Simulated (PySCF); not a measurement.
Work out the structure from these simulated measurements.

Formula: CH4N2O.

- NMR, other nuclei: isotropic shieldings of nuclei other than C and H, by class: 181 (2 N), 15 (1 O) ppm [GIAO PBE0/pcSseg-1]
- Rotational structure: rotational constants A, B, C: 11.310, 10.542, 5.481 GHz [GFN2-xTB]
- 13C NMR: chemical shifts (computed TMS as zero) by class: 158.3 (1 C) ppm [GIAO PBE0/pcSseg-1]
- 1H NMR: chemical shifts (computed TMS as zero) by class: 3.43 (2 H), 3.42 (2 H) ppm [GIAO PBE0/pcSseg-1]
- Couplings: largest of the computed one-bond spin–spin couplings (means over like bonds): 15N–1H -89.9 (×2), 15N–1H -89.9 (×2), 17O–13C +23.2, 15N–13C -20.8 (×2) Hz [B3LYP/pcJ-1]
- Dipole: 4.14 D [PBE0/pcSseg-1]

The electronic properties come from PySCF, for the isolated species, density fitting. Levels stand in brackets. Isolated species at its GFN2-xTB geometry (one conformer only). NMR classes are plain means over equivalent atoms (diastereotopic ones count apart unless rotation or inversion swaps them), as if these changed places fast.

Question: Propose a structure and show how it fits.

Answer: Numbering: `[NH2:1][C:2]([NH2:3])=[O:4]`. Its formula, CH4N2O, gives 1 degree of unsaturation: 0 rings and 1 π bond in the structure found. The one carbon: urea-type carbonyl carbon [C2] (158.3 ppm). Hydrogen classes from least to most shielded: 2 H on 2 like atoms (nitrogen bound to a carbonyl carbon), N1/N3 (3.43 ppm), 2 H on 2 like atoms (nitrogen bound to a carbonyl carbon), N1/N3 (3.42 ppm). The other shieldings belong to: 181 ppm, nitrogen bound to a carbonyl carbon [N1/N3]; 15 ppm, carbonyl oxygen [O4]. The couplings run between: -89.9 Hz, nitrogen bound to a carbonyl carbon [N1] and its hydrogen (with 1 like pair); -89.9 Hz, nitrogen bound to a carbonyl carbon [N1] and its hydrogen (with 1 like pair); +23.2 Hz, carbonyl oxygen [O4] and urea-type carbonyl carbon [C2]; -20.8 Hz, nitrogen bound to a carbonyl carbon [N1] and urea-type carbonyl carbon [C2] (with 1 like pair). The optimised geometry has point group C2 and is an asymmetric top. Structure: `NC(N)=O`. The assignments are read from this structure; whether some other isomer fits the data as well wasn't checked.

The values belong to the conformer `[NH2:1][C:2]([NH2:3])=[O:4]`: H–N1–C2–N3 -167°, H–N1–C2–N3 -19°, H–N3–C2–N1 -20°, H–N3–C2–N1 -167°.
